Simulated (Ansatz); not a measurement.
## Band table of W (sc type)

```yaml
crystal:
  lattice:
    - [2.63764, 0.00000, 0.00000]
    - [0.00000, 2.63764, 0.00000]
    - [0.00000, 0.00000, 2.63764]
  atoms:
    - { symbol: W, position: [0.00000, 0.00000, 0.00000] }
```

The cell comes from a relaxation on PAW files under the same functional, begun from a prototype that needn't be the stable phase.

Level of theory: DFT with PBE, scalar-relativistic, in Ansatz 0.2.0; a Γ-centred 16×16×16 k mesh, Fermi–Dirac smearing of 0.1 eV, no spin polarisation. LAPW: all electrons, basis error target 1 meV/atom.

Spin–orbit coupling is left out, which matters for the heavy atoms.

Path points, in fractions of the reciprocal vectors: Γ (0.000, 0.000, 0.000), X (0.000, 0.500, 0.000), M (0.500, 0.500, 0.000), R (0.500, 0.500, 0.500). The distance column jumps between branches of the path. Levels in eV from the Fermi level; bands 20 to 25, counted from the lowest band of the run. The gap is zero, the pressure 0.01 GPa.

```
# k(1/Å) point b20 b21 b22 b23 b24 b25
0.000 Γ -8.55 -4.31 -4.31 4.69 4.69 4.69
0.170 - -8.39 -4.27 -4.14 4.41 4.41 4.71
0.340 - -7.93 -4.15 -3.63 3.72 3.72 4.76
0.510 - -7.28 -3.97 -2.83 2.88 2.88 4.84
0.681 - -6.54 -3.75 -1.91 2.09 2.09 4.93
0.851 - -5.84 -3.55 -1.16 1.46 1.46 5.01
1.021 - -5.28 -3.41 -0.81 1.06 1.06 5.07
1.191 X -5.06 -3.35 -0.75 0.92 0.92 5.09
1.361 - -4.87 -3.19 -1.33 0.95 1.41 4.86
1.531 - -4.41 -2.62 -2.35 1.05 2.21 4.27
1.702 - -3.93 -3.37 -1.49 1.20 2.97 3.52
1.872 - -4.26 -3.53 0.14 1.37 2.79 3.64
2.042 - -4.94 -3.21 1.53 2.03 2.20 4.20
2.212 - -5.36 -2.98 1.64 1.81 3.81 4.58
2.382 M -5.51 -2.90 1.68 1.68 4.72 4.72
2.623 - -5.23 -3.06 1.74 1.81 3.60 3.86
2.863 - -4.60 -3.40 1.68 1.94 2.06 2.16
3.104 - -4.90 -3.06 -0.24 0.64 2.32 2.70
3.345 - -6.06 -3.12 -1.91 1.02 2.90 3.35
3.585 - -7.30 -3.72 -3.21 2.65 3.65 4.01
3.826 - -8.22 -4.16 -4.03 4.12 4.37 4.50
4.067 Γ -8.55 -4.31 -4.31 4.69 4.69 4.69
4.361 - -8.05 -3.99 -3.99 4.02 4.21 4.21
4.656 - -6.67 -3.05 -3.05 2.55 2.90 2.90
4.951 - -4.88 -1.68 -1.68 1.25 1.25 1.51
5.245 - -3.86 -1.37 -1.37 1.15 1.15 2.44
5.540 - -3.82 -2.62 -2.62 3.33 3.33 5.52
5.835 - -3.87 -3.54 -3.54 5.91 5.91 8.16
6.130 R -3.86 -3.86 -3.86 7.33 7.60 7.60
6.370 - -3.92 -3.70 -3.55 5.94 6.75 7.90
6.611 - -3.99 -3.21 -2.68 3.45 4.53 9.16
6.851 - -3.89 -2.43 -1.60 1.17 2.21 7.92
7.092 - -3.48 -1.95 -1.43 -0.73 1.90 5.99
7.333 - -3.51 -2.72 -2.16 -0.35 3.35 3.97
7.573 - -4.66 -3.05 -1.63 0.55 2.08 4.62
7.814 X -5.06 -3.35 -0.75 0.92 0.92 5.09
9.498 R -3.86 -3.86 -3.86 7.33 7.60 7.60
9.669 - -3.97 -3.71 -3.71 6.32 7.59 7.62
9.839 - -4.24 -3.24 -3.24 4.04 7.55 8.43
10.009 - -4.60 -2.48 -2.48 1.78 7.49 9.57
10.179 - -4.96 -1.46 -1.46 -0.16 7.43 8.30
10.349 - -5.25 -1.65 -0.26 -0.26 6.88 6.88
10.519 - -5.44 -2.59 0.99 0.99 5.48 5.48
10.689 M -5.51 -2.90 1.68 1.68 4.72 4.72
```
